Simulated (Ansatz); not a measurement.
# Σ5 (210) boundary in fcc Rh with Re (substitutional): structure and resistance, part 2 of 2

How much does the Σ5 (210) boundary in fcc Rh with Re (substitutional) reflect electrons?

Ansatz 0.2.0; Ansatz plane-wave DFT, PBE, PAW files; relaxation of a bicrystal slab with its lowest layers held; PAW set soft_1 (the session's first sound run).

So far. Step 2 (Relaxing the bicrystal): The largest force component on a free atom ends at 0.019 eV/Å, under the tolerance of 0.03, after 11 steps.

## 3. Transmission across the boundary

Bulk layers of each grain are laid under and over the relaxed boundary, and a lead is named in the middle of each, away from the free faces. The mesh across the current, 18×18, is finer than the density's, because channels open and close sharply across the zone. Energies from -0.1 to 0.1 eV in steps of 0.05 eV are too few for the program's thermal sum, so it prints no conductance; for a metal the transmission near the Fermi level serves, at a fraction of the cost.

This step: Ansatz plane-wave DFT, PBE, PAW files; ballistic transport by layer matching (Landauer), zero bias; boundary relaxed in a short slab, bulk layers laid on; PAW set soft_1 (Ansatz 0.2.0).

System of this step: Σ5 (210) boundary in fcc Rh with Re (substitutional). The cell holds 48 atoms: 47 Rh and 1 Re. Its edges and angles: a = 4.658 Å, b = 3.803 Å, c = 48.547 Å, α = 90.0°, β = 90.0°, γ = 65.9°. It derives from Rh. Regions: lower grain, 20 atoms (20 Rh); boundary, 12 atoms (11 Rh and 1 Re); upper grain, 16 atoms (16 Rh). Vacuum lies along c.

input.yaml reads:

```yaml
crystal:
  lattice:
    - [4.6578272204, 0.0, 0.0]
    - [1.5526090735, 3.4717394307, 0.0]
    - [0.0, 0.0, 48.5471843372]
  atoms:
    - { symbol: Rh, position: [-15.6, 7.7999999999, 0.0823940678] }
    - { symbol: Rh, position: [-15.0, 7.4999999999, 0.0999110263] }
    - { symbol: Rh, position: [-14.4, 7.1999999999, 0.1174279848] }
    - { symbol: Rh, position: [-13.8, 6.9, 0.1349449433] }
    - { symbol: Rh, position: [-13.2, 6.6, 0.1524619018] }
    - { symbol: Rh, position: [-12.6, 6.3, 0.1699788603] }
    - { symbol: Rh, position: [-12.0, 6.0, 0.1874958187] }
    - { symbol: Rh, position: [-11.4, 5.7, 0.2050127772] }
    - { symbol: Rh, position: [-10.8, 5.4, 0.2225297357] }
    - { symbol: Rh, position: [-10.2, 5.1, 0.2400466942] }
    - { symbol: Rh, position: [-9.6, 4.8, 0.2575636527] }
    - { symbol: Rh, position: [-9.0, 4.5, 0.2750806112] }
    - { symbol: Rh, position: [-8.4, 4.2, 0.2925975696] }
    - { symbol: Rh, position: [-7.8, 3.9, 0.3101145281] }
    - { symbol: Rh, position: [-7.2, 3.6, 0.3276314866] }
    - { symbol: Rh, position: [-6.6, 3.3, 0.3451484451] }
    - { symbol: Rh, position: [-6.0, 3.0, 0.3626654036] }
    - { symbol: Rh, position: [-5.4, 2.7, 0.3801823621] }
    - { symbol: Rh, position: [-4.8, 2.4, 0.3976993205] }
    - { symbol: Rh, position: [-4.2, 2.1, 0.415216279] }
    - { symbol: Rh, position: [0.4, 0.8, 0.4327332375] }
    - { symbol: Rh, position: [0.9966589224, 0.5016705388, 0.4508527654] }
    - { symbol: Rh, position: [0.594894423, 0.2025527885, 0.4678382334] }
    - { symbol: Rh, position: [0.2040492652, 0.8979753674, 0.4863055898] }
    - { symbol: Rh, position: [0.80996665, 0.595016675, 0.5052703218] }
    - { symbol: Rh, position: [0.3998041256, 0.3000979372, 0.5241384826] }
    - { symbol: Re, position: [-0.0035765014, 0.0017882507, 0.536500633] }
    - { symbol: Rh, position: [0.6194248203, 0.6902875898, 0.559783328] }
    - { symbol: Rh, position: [0.0272960443, 0.9863519779, 0.5853438459] }
    - { symbol: Rh, position: [0.4303983167, 0.2848008416, 0.6006302686] }
    - { symbol: Rh, position: [0.8336807908, 0.5831596046, 0.6187929109] }
    - { symbol: Rh, position: [0.2399044089, 0.8800477956, 0.6373345964] }
    - { symbol: Rh, position: [-4.3600955911, 2.1800477956, 0.6548515549] }
    - { symbol: Rh, position: [-4.9600955911, 2.4800477956, 0.6723685134] }
    - { symbol: Rh, position: [-5.5600955911, 2.7800477956, 0.6898854719] }
    - { symbol: Rh, position: [-6.1600955911, 3.0800477956, 0.7074024304] }
    - { symbol: Rh, position: [-6.7600955911, 3.3800477955, 0.7249193888] }
    - { symbol: Rh, position: [-7.3600955911, 3.6800477955, 0.7424363473] }
    - { symbol: Rh, position: [-7.9600955911, 3.9800477955, 0.7599533058] }
    - { symbol: Rh, position: [-8.5600955911, 4.2800477955, 0.7774702643] }
    - { symbol: Rh, position: [-9.1600955911, 4.5800477955, 0.7949872228] }
    - { symbol: Rh, position: [-9.7600955911, 4.8800477955, 0.8125041813] }
    - { symbol: Rh, position: [-10.3600955911, 5.1800477955, 0.8300211397] }
    - { symbol: Rh, position: [-10.9600955911, 5.4800477955, 0.8475380982] }
    - { symbol: Rh, position: [-11.5600955911, 5.7800477955, 0.8650550567] }
    - { symbol: Rh, position: [-12.1600955911, 6.0800477955, 0.8825720152] }
    - { symbol: Rh, position: [-12.7600955911, 6.3800477955, 0.9000889737] }
    - { symbol: Rh, position: [-13.3600955911, 6.6800477955, 0.9176059322] }
kpoints:
  mp_grid: { grid: [7, 7, 1] }
hamiltonian:
  xc: pbe
  pseudopotentials: { kind: paw, azcp: { folder: soft_1 } }
scf:
  occupations: { method: fermi_dirac, width: 0.1 }
output:
  transmission:
    leads: [[11, 12], [38, 39]]
    kmesh: [18, 18]
    e_range: [-0.1, 0.1]
    de: 0.05
  write_potential: true
  write_density: true
  volumetric_format: npy
  elf: true
```

The run is started by

```console
ansatz run input.yaml --threads 4 --pin off --max-ram 15360MiB --backend cpu --events-out ev --progress --plain --runs-dir out
```

Numbers of over 12 decimals in the logs are rounded to 6 here.

Output:

```text
[...]
Crystal: 48 atoms, lattice volume = 785.045 Å³
Basis set: ecut = 420 eV, 15367 PW (Γ)
Bands: 489, of which v1, the nominal top of the filled ones, is band 407 counted from 1 (406 counted from 0)
Symmetry: 2 space group operations
[...]
k-points: 16 of 49 (time reversal used)
[...]
SCF iter   1: F=—  HF=-311824.708904 eV  |F-HF|=—  |Δ(HF+E_count)|=         —  Δρ=1.00e-1  dr2=1.98e2  ethr=3.10e-3  ⟨swp⟩=5.9  Hψ=25437  notcnv=0  defer=316
[...]
SCF iter  12: F=-311802.137276 eV  HF=-311802.137276 eV  |F-HF|=8.25e-8  |Δ(HF+E_count)|=   1.66e-8  Δρ=2.18e-6  dr2=9.64e-8  ethr=1.23e-11  ⟨swp⟩=11.7  Hψ=22073  notcnv=0
SCF 1 converged in 12 iterations: F = -311802.137276 eV  dr2 = 9.64e-8
[...]
transmission: 584 of 5824 steps passed
transmission: 1168 of 5824 steps passed
[...]
transmission: 5824 of 5824 steps passed
WARN: The output density's exchange-correlation potential varies sharply where the density is thin. Do not read a vacuum level from v_tot or v_xc, or from such a field of the output density. On a cell that repeats whose density bears no net charge and no dipole along the vacuum's axis use v_es (v_loc + v_h of the components); under efield.dipole_correction with no amplitude use v_es + v_field, which holds any externa [...]
SCF converged after 12 iterations
Free energy (F): -311802.137276 eV
[...]
Internal energy: -311799.861711 eV  (E = F + TS)
E sigma→0 (E₀):  -311800.999494 eV
Entropy (-TS):   -2.275564 eV (-47.408 meV/atom)
Fermi energy:    18.162368 eV
[...]
--- Band table (eV; the first three rows and the last of 16) ---
  k-point 0: bands = [... 403 lower, 18.0985, 18.1686, 18.1841, 18.1902, 18.2030, 18.2401, 18.2823, 18.3368, ... 78 higher]
  k-point 1: bands = [... 403 lower, 18.0836, 18.1320, 18.1539, 18.1836, 18.1998, 18.2510, 18.2782, 18.3049, ... 78 higher]
  k-point 2: bands = [... 403 lower, 17.9545, 18.0089, 18.0743, 18.1219, 18.1757, 18.1993, 18.2237, 18.2552, ... 78 higher]
  k-point 15: bands = [... 403 lower, 18.3362, 18.3587, 18.3771, 18.3907, 18.3996, 18.4025, 18.4111, 18.4165, ... 78 higher]
--- Transmission ---
  basis      : 141 plane waves across, 64 finite elements along
  points     : 91, standing for a mesh of 18 x 18
  energies   : 5 from -0.100000 to 0.100000 eV about the Fermi level, 0.050000 eV apart; the leads are filled to 0.000000 eV, and channels, transmission and decay are at 0.000000 eV
  crystal 0  : Rh3, at the sites [11, 12], period 2.5512 Å, over 17.86 Å; its Hamiltonian steps by up to 9.3 meV
    offset         : up to 0.0000 Å between an atom of the period and one for which it stands
    channels       : 4.895062e0 a spin
    conductance    : none, the energies end too early or step too widely for 300 K: set another output.transmission.e_range or a lower de, or, where they end at an eighth of basis.ecutwfc, a higher one
[...]
channels       : 4.895062e0 a spin
[...]
junction   : crystal 0 to crystal 1, 12.66 to 35.35 Å
    transmission   : 1.977745e0 a spin
[...]
```

Elapsed: 7.8 min, on 4 threads of Intel Xeon Platinum 8375C at 2.90GHz (Ice Lake), shared host; peak memory 10 GiB; 29 min of CPU time.

Numbers from this step:

- free energy: -311802.1373 eV
- energy at zero smearing: -311800.9995 eV
- Fermi energy: 18.16 eV
- cell area: 16.17 Å²
- transmission per spin nearest the Fermi level: 1.978
- open channels per spin nearest the Fermi level: 4.895
- open channels per spin, upper lead: 4.895
- step of the lead's potential: 9.3 meV
- step of the upper lead's potential: 10.6 meV

Per spin. The transmission, zone mean by energy, zero at the Fermi level:

```csv
energy (eV),"transmission, zone mean"
-0.1000,1.98
-0.0500,2.00
0.0000,1.98
0.0500,2.00
0.1000,2.01
```

Per spin. The open channels, zone mean by energy, zero at the Fermi level:

```csv
energy (eV),lead,upper lead
-0.1000,4.79,4.80
-0.0500,4.90,4.88
0.0000,4.90,4.90
0.0500,4.92,4.94
0.1000,5.10,5.14
```

Transmission over k1 and k2. At 0.0000 eV from the Fermi level.

Values, 12 rows by 16 columns, each cell a mean:
```
2.38 2.00 1.68 1.68 1.71 1.77 2.02 2.35 2.18 1.72 1.51 1.30 1.32 1.55 1.76 2.20
1.90 1.98 2.00 1.99 1.90 1.89 1.89 1.81 1.71 1.61 1.50 1.48 1.54 1.66 1.76 1.84
1.95 2.00 1.72 1.83 2.01 1.88 1.46 1.27 1.08 1.01 1.07 1.05 1.07 1.24 1.46 2.00
2.75 2.79 2.87 2.62 2.28 1.79 1.58 1.44 1.07 0.78 0.87 1.22 1.46 1.51 1.77 2.48
3.80 3.90 3.50 2.71 2.16 1.99 1.95 1.96 2.01 1.84 2.10 1.94 1.87 2.02 2.53 3.12
3.85 3.76 3.29 2.64 2.41 2.51 2.58 2.46 2.29 2.38 2.58 2.58 2.42 2.44 3.16 3.74
3.78 3.35 2.70 2.07 2.05 2.22 2.31 1.98 2.10 2.23 2.22 2.11 2.17 2.85 3.61 3.89
3.19 2.66 2.01 1.81 1.71 1.47 1.22 1.04 1.50 1.68 1.74 1.85 2.35 2.85 3.27 3.43
2.11 1.96 1.43 1.12 1.00 0.95 0.93 0.90 1.01 1.13 1.38 1.84 2.13 1.89 2.12 1.99
1.85 1.88 1.67 1.55 1.41 1.40 1.41 1.44 1.55 1.69 1.80 1.92 2.05 2.06 1.94 2.03
2.15 1.97 1.72 1.56 1.38 1.36 1.52 1.69 2.00 2.07 1.95 1.77 1.61 1.55 1.63 1.97
2.29 2.22 1.75 1.51 1.30 1.46 1.70 2.08 2.24 2.30 1.85 1.59 1.49 1.63 1.76 2.19
```
Columns: k1 (b1) from -0.5 to 0.444; rows upwards: k2 (b2) from -0.5 to 0.444.

Open channels over k1 and k2. At 0.0000 eV from the Fermi level.

Values, 12 rows by 16 columns, each cell a mean:
```
5.59 4.93 4.67 4.96 4.96 4.89 5.00 5.30 5.59 5.00 4.89 4.37 4.56 5.00 5.00 5.30
5.07 5.44 4.67 4.67 5.04 5.11 5.00 4.11 5.00 4.85 4.22 4.00 4.56 5.00 4.48 4.63
5.00 4.93 4.56 4.63 5.00 5.22 4.04 2.78 2.67 2.81 3.33 3.04 2.67 2.89 3.78 5.48
5.74 6.41 6.33 5.96 5.59 4.33 3.74 3.37 2.67 2.67 2.67 2.96 3.33 3.56 4.44 6.15
8.00 8.00 7.44 6.04 5.11 4.44 4.33 4.33 4.93 4.48 4.78 4.33 4.52 4.44 5.89 6.63
8.00 8.00 7.44 6.04 5.85 5.33 5.00 5.00 5.59 5.00 5.00 5.30 5.85 5.78 7.22 7.96
7.93 7.19 6.00 4.96 4.96 4.67 4.93 4.70 4.96 4.67 4.67 4.96 5.33 6.22 7.70 8.00
6.67 6.37 4.89 4.00 4.00 3.56 3.59 3.37 3.70 4.00 4.00 4.30 5.78 6.22 7.04 7.33
5.04 5.04 3.67 2.70 2.33 2.56 2.67 2.37 2.33 2.56 3.78 4.81 5.00 4.78 5.19 5.04
5.04 5.04 4.11 4.33 3.96 3.89 4.00 4.30 4.26 3.89 4.89 5.48 5.30 4.78 4.67 5.56
5.26 4.74 5.00 5.00 4.44 4.22 4.85 5.00 5.26 4.74 5.00 4.70 4.52 4.44 4.33 4.93
6.00 5.78 5.00 5.00 4.81 4.89 5.00 5.59 6.00 5.78 5.00 5.00 5.19 5.11 5.00 5.59
```
Columns: k1 (b1) from -0.5 to 0.444; rows upwards: k2 (b2) from -0.5 to 0.444.

Electrostatic potential energy in the cb plane at fractional x = 0.000, with atoms of Rh and Re within 0.2 Å of it. With pseudopotentials it is smooth inside the atoms' cores, unlike the true potential.

Ten even steps from '0' (-57 eV) to '9' (21 eV), each cell a mean:
```
01599977899999987789851004873002799988999999
35899998999999998999974347896446899999999999
89999999998667999999998789999889998999997678
99998899984113799987899999999999976789973125
99986689972001699865789999999999854589951003
99987789973002699876799999999999865689962004
99998899996435899988899999999999987899985447
67999999999889999999986568998668999999999889
13799988899999998899862025884114799999999999
00589876799999986789840003772001699988999999
```
Columns run along c (16.0 Å, from fractional 0.37 to 0.70 of the cell; values clipped at the 3rd and 97th percentile), rows up along b (3.8 Å). Atoms in or near the plane, at fractional coordinates: Rh at (0.45, 0.50), Re at (0.54, 0.00), Rh at (0.59, 0.99), Rh at (0.67, 0.48).

ELF in the cb plane at fractional x = 0.000, with atoms of Rh and Re within 0.2 Å of it. It is the smooth field of the valence electrons, not physical close to the nuclei.

Ten even steps from '0' (0.15) to '9' (0.75), each cell a mean:
```
98411122111001112212159786336997201111111001
74111111111001111112225762223664111111111011
11111111111342111111232100210111111111112331
01111211114886211122122111100011123311126874
00113321127998411134211110000001145521148997
01112311126997311133212110000011135421137986
01111111113664111111122101110011112111114652
42111111111111111112223431221342111111111111
86211111111001111112238984235886211111111011
98411133211000123322169587336998301111110000
```
Columns run along c (16.0 Å, from fractional 0.37 to 0.70 of the cell), rows up along b (3.8 Å). Atoms in or near the plane, at fractional coordinates: Rh at (0.45, 0.50), Re at (0.54, 0.00), Rh at (0.59, 0.99), Rh at (0.67, 0.48).

Valence density in the cb plane at fractional x = 0.000, with atoms of Rh and Re within 0.2 Å of it. It is the smooth field of the valence electrons, not physical close to the nuclei.

Ten even steps from '0' (0 e/Å³) to '9' (13 e/Å³), each cell a mean:
```
84100000000000000000013441003673000000000000
21000000000000000000001210000221000000000000
00000000000010000000000000000000000000000000
00000000001452000000000000000000000000002431
00000000003895100001000000000000012100015872
00000000002774000000000000000000001100014762
00000000000221000000000000000000000000001220
10000000000000000000000000000000000000000000
53000000000000000000002321001442000000000000
96100000000000000000014542003894000000000000
```
Columns run along c (16.0 Å, from fractional 0.37 to 0.70 of the cell), rows up along b (3.8 Å). Atoms in or near the plane, at fractional coordinates: Rh at (0.45, 0.50), Re at (0.54, 0.00), Rh at (0.59, 0.99), Rh at (0.67, 0.48).

Over the solved energies the transmission per spin lies between 1.98 and 2.01, out of 4.92 channels of the lead on average (up to 5.10).

## 4. Specific resistance

This step: Ansatz plane-wave DFT, PBE, PAW files; ballistic transport by layer matching (Landauer), zero bias; specific resistance of the boundary; PAW set soft_1 (Ansatz 0.2.0).

Numbers from this step:

```
area resistance                      : 0.6242 fΩ m²
T over the leads' mean channel count : 0.4043
```

Averaged over the energies near the Fermi level, 40.4 % of the channels pass, which makes 0.624 fΩ m².

By hand, with T and the leads' channels N averaged over the energies near the Fermi level: RA = A (h/2e²)(1/T − ½[1/N₁ + 1/N₂]) = 16.17×10⁻²⁰ m² × 12 906 Ω × (1/1.992 − ½[1/4.923 + 1/4.930]) = 0.624 fΩ m².

## 5. What came out

```yaml
specific_resistance_of_the_boundary: 0.624 fΩ m²
share_of_channels_that_pass: 0.404
```

The boundary has a specific resistance of 0.62 fΩ m². The boundary reflects 60 % of the channels; 0.62 fΩ m² is 6.2×10⁻¹² Ω·cm². One Re in 16.2 Å² of boundary is a high coverage. In the relaxation the upper grain slid sideways by about 0.7 Å, so the result belongs to the position that it found, not to the starting one. Each plane of this narrow cell holds one atom, so the solute fills a whole plane. One starting structure was relaxed; another shift or atom count at the boundary may lie lower. Spin-orbit coupling is left out, which matters for Re.

[Logs are printed without paths, hosts, clocks, repeated set-up lines and the standing remarks that a program may print on its own settings, such as how far it seeks lower states.]

[Hosts, paths, dates, database ids (printed as entryN), source tags and the programs' standing remarks are cut or masked in the printed files.]
